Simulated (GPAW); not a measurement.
Crystal: GaN.

```xyz
2
Lattice="0.0000 2.1352 2.1352 2.1352 0.0000 2.1352 2.1352 2.1352 0.0000" Properties=species:S:1:pos:R:3 pbc="T T T"
Ga    0.0000    0.0000    0.0000
N     2.1352    2.1352    2.1352
```

Measurements of this composition are mostly on another form, of space group No. 186.

Base run:

| Item | Value |
| --- | --- |
| Program | GPAW 26.7.0 |
| Functional | PBE0 |
| Potentials or basis | GPAW PAW data sets (gpaw-data 1.2.1) |
| Cutoff | 600 eV |
| Basis | pw |
| k mesh | 8 × 8 × 8 |
| Occupations | fermi-dirac, width 0.05 eV |
| Spin | no spin polarisation |

Its results: band gap on the k mesh 2.21 eV, indirect (least direct gap 4.15 eV).

The run is repeated on the same cell with these changes: functional from PBE0 to HSE06. What comes out?

Band gap on the k mesh 1.42 eV, indirect (least direct gap 3.45 eV).

A k mesh can miss the band edges.
